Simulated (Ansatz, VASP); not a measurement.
# One calculation of BN, two programs

Contents of INCAR:

```
PREC = Accurate ; ENCUT = 520
EDIFF = 1E-7 ; ISMEAR = 0
SIGMA = 0.05 ; LREAL = F
LASPH = T ; NELM = 60
ALGO = Normal ; ISIF = 2
LWAVE = F ; LCHARG = T
GGA = PS ; LELF = T
LVHAR = T ; NBANDS = 16
```

Contents of KPOINTS:

```
regular mesh
0
Gamma
  12 12 4
```

Contents of POSCAR:

```
BN
1.0
    2.4441126823      0.0000000000      0.0000000000
   -1.2220563412      2.1166636725      0.0000000000
    0.0000000000      0.0000000000      7.3817091230
B N
2 2
Direct
    0.3333333333      0.6666666667      0.2500000000
    0.6666666667      0.3333333333      0.7500000000
    0.3333333333      0.6666666667      0.7500000000
    0.6666666667      0.3333333333      0.2500000000
```

Input for Ansatz:

```yaml
crystal:
  lattice:
    - [2.4441126823, 0.0, 0.0]
    - [-1.2220563412, 2.1166636725, 0.0]
    - [0.0, 0.0, 7.381709123]
  atoms:
    - { symbol: B, position: [0.3333333333, 0.6666666667, 0.25] }
    - { symbol: B, position: [0.6666666667, 0.3333333333, 0.75] }
    - { symbol: "N", position: [0.3333333333, 0.6666666667, 0.75] }
    - { symbol: "N", position: [0.6666666667, 0.3333333333, 0.25] }
basis:
  ecutwfc: 520.0
kpoints:
  mp_grid: { grid: [12, 12, 4] }
hamiltonian:
  xc: pbesol
  pseudopotentials: { kind: paw, azcp: { folder: soft_1 } }
scf:
  occupations: { method: gaussian, width: 0.05 }
output:
  forces: true
  stress: true
  eigenvalues: true
```

Alike in both runs: task single point; functional PBEsol; k mesh 12 × 12 × 4; occupations gaussian, width 0.05 eV; no spin polarisation.

```csv
,VASP,Ansatz
version,VASP 6.6.1,Ansatz 0.2.0
potentials or method,"VASP PAW PBE potentials, release 64 (B, N)","scalar-relativistic, plane waves, PAW"
plane-wave cutoff (eV),520,520
valence electrons in the cell,16,16
```

Ansatz gave:

* gap on the k mesh at the Fermi level (eV): 4.47
* least direct gap on the mesh (eV): 4.79
* pressure (GPa): 17.3
* largest component of the traceless stress (GPa): 17.54

**Question.** What did VASP give for the same quantities?

**Answer.** gap on the k mesh at the Fermi level (eV): 4.47; least direct gap on the mesh (eV): 4.79; pressure (GPa): 17.7; largest component of the traceless stress (GPa): 18.15.

Ansatz warned: «pseudo_functional_mismatch».

Caveats: so large a pressure means that the cell lies far from this level's equilibrium, or that cutoff or potentials fall short (VASP); the potentials were made for another functional, which shifts forces and pressure (VASP); this functional lacks dispersion, which binds the layers, so the pressure and a relaxed spacing across them are unreliable. A k mesh can miss the band edges.
